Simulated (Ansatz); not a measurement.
# Sn3C: the cost of one run

Computed with Ansatz 0.2.0 (DFT PBE, scalar-relativistic, plane waves, PAW, unless a step's input says otherwise).

2 further runs of the same task are left out: 2 that didn't finish.

**1. The structure to begin with**

It takes space group Pm-3m (No. 221, cubic). Conventional cell: a = 4.748 Å, b = 4.748 Å, c = 4.748 Å, α = 90.00°, β = 90.00°, γ = 90.00°. Sn (site symmetry 4/mmm) has 2 C at 2.37 Å as nearest neighbours. C (site symmetry m-3m) is surrounded by 6 Sn at 2.37 Å.

As a file:

```cif
data_structure
_symmetry_space_group_name_H-M 'P 1'
_symmetry_Int_Tables_number 1
_cell_length_a 4.7479
_cell_length_b 4.7479
_cell_length_c 4.7479
_cell_angle_alpha 90.000
_cell_angle_beta 90.000
_cell_angle_gamma 90.000
_cell_volume 107.03
loop_
_atom_site_label
_atom_site_type_symbol
_atom_site_fract_x
_atom_site_fract_y
_atom_site_fract_z
_atom_site_occupancy
Sn1 Sn 0.50000 0.00000 0.00000 1
Sn2 Sn 0.00000 0.50000 0.00000 1
Sn3 Sn 0.00000 0.00000 0.50000 1
C1 C 0.00000 0.00000 0.00000 1
```

This is candidate A: ReO3 type (Pm-3m, No. 221).

(A quick probe on a coarse mesh, which set the mesh and smearing, is not shown.)

**3. Full relaxation (candidate A)**

The input, input.yaml:

```yaml
crystal:
  lattice:
    - [4.7479058756, 0.0, 0.0]
    - [0.0, 4.7479058756, 0.0]
    - [0.0, 0.0, 4.7479058756]
  atoms:
    - { symbol: Sn, position: [0.5, 0.0, 0.0] }
    - { symbol: Sn, position: [0.0, 0.5, 0.0] }
    - { symbol: Sn, position: [0.0, 0.0, 0.5] }
    - { symbol: C, position: [0.0, 0.0, 0.0] }
basis:
  ecutwfc: 420
kpoints:
  mp_grid: { grid: [10, 10, 10] }
hamiltonian:
  xc: pbe
scf:
  occupations: { method: gaussian, width: 0.1 }
output:
  forces: true
  stress: true
  eigenvalues: true
relax:
  adjacent_minimum: "off"
  f_tol: 0.01
  max_steps: 80
  cell: { stress_tol: 0.05 }
```

Run with:

```console
ansatz run input.yaml --threads 1 --pin off --max-ram 2560MiB --backend cpu --events-out ev --progress --plain --runs-dir out
```

**Question.** How long does this run take on 1 thread of Intel Xeon 6975P-C (Granite Rapids), shared host, and how much memory does it need?

About 25 s, with a peak of 0.49 GiB.
